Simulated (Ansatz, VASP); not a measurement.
## KBr in VASP and in Ansatz

INCAR

```
SYSTEM = KBr
PREC     = Accurate       ! precision mode
ENCUT    = 520            ! plane-wave cutoff, eV
EDIFF    = 1E-7           ! SCF threshold, eV
ISMEAR   = 0              ! smearing method
SIGMA    = 0.05           ! smearing width, eV
LREAL    = .False.        ! projectors in reciprocal space
LASPH    = .True.         ! aspherical terms in the spheres
NELM     = 100            ! most SCF steps
ALGO     = Normal         ! electronic algorithm
ISIF     = 2              ! what is computed and relaxed
LWAVE    = .False.        ! write WAVECAR
LCHARG   = .True.         ! write CHGCAR
GGA      = PS             ! functional
LELF     = .True.         ! ELF
LVHAR    = .True.       
NBANDS   = 15             ! bands
```

The input KPOINTS:

```
Automatic mesh
0
Gamma
  6 6 6
  0 0 0
```

POSCAR

```
KBr
1.0
    0.0000000000      3.3542343750      3.3542343750
    3.2925000000      0.0617343750      3.2925000000
    3.2925000000      3.2925000000      0.0617343750
K Br
1 1
Direct
    0.0000000000      0.0000000000      0.0000000000
    0.5000000000      0.5000000000      0.5000000000
```

Input for Ansatz:

```yaml
crystal:
  lattice:
    - [0.0, 3.354234375, 3.354234375]
    - [3.2925, 0.061734375, 3.2925]
    - [3.2925, 3.2925, 0.061734375]
  atoms:
    - { symbol: K, position: [0.0, 0.0, 0.0] }
    - { symbol: Br, position: [0.5, 0.5, 0.5] }
basis:
  ecutwfc: 420
kpoints:
  mp_grid: { grid: [6, 6, 6] }
hamiltonian:
  xc: pbesol
scf:
  occupations: { method: gaussian, width: 0.05 }
output:
  forces: true
  stress: true
  eigenvalues: true
```

Change from the starting cell: strain +0.0375 x Voigt [0, 0, 0, 1, 0, 0], atoms carried along.

Alike in both runs: task single point; functional PBEsol; k mesh 6 × 6 × 6; occupations gaussian, width 0.05 eV; no spin polarisation.

|  | VASP | Ansatz |
| --- | --- | --- |
| version | VASP 6.6.1 | Ansatz 0.2.0 |
| potentials or method | VASP PAW PBE potentials, release 64 (K_sv, Br) | scalar-relativistic, plane waves, PAW |
| plane-wave cutoff (eV) | 520 | 420 |
| valence electrons in the cell | 16 | 16 |

|  | VASP | Ansatz | Ansatz less VASP |
| --- | --- | --- | --- |
| gap on the k mesh at the Fermi level (eV) | 4.25 | 4.25 | +0.003 |
| least direct gap on the mesh (eV) | 4.25 | 4.25 | +0.003 |
| pressure (GPa) | -0.2 | -0.2 | -0.05 |
| largest component of the traceless stress (GPa) | 0.19 | 0.19 | +0.002 |

Caveats: the PAW data sets were made with another functional, which shifts forces and pressure a little (VASP).
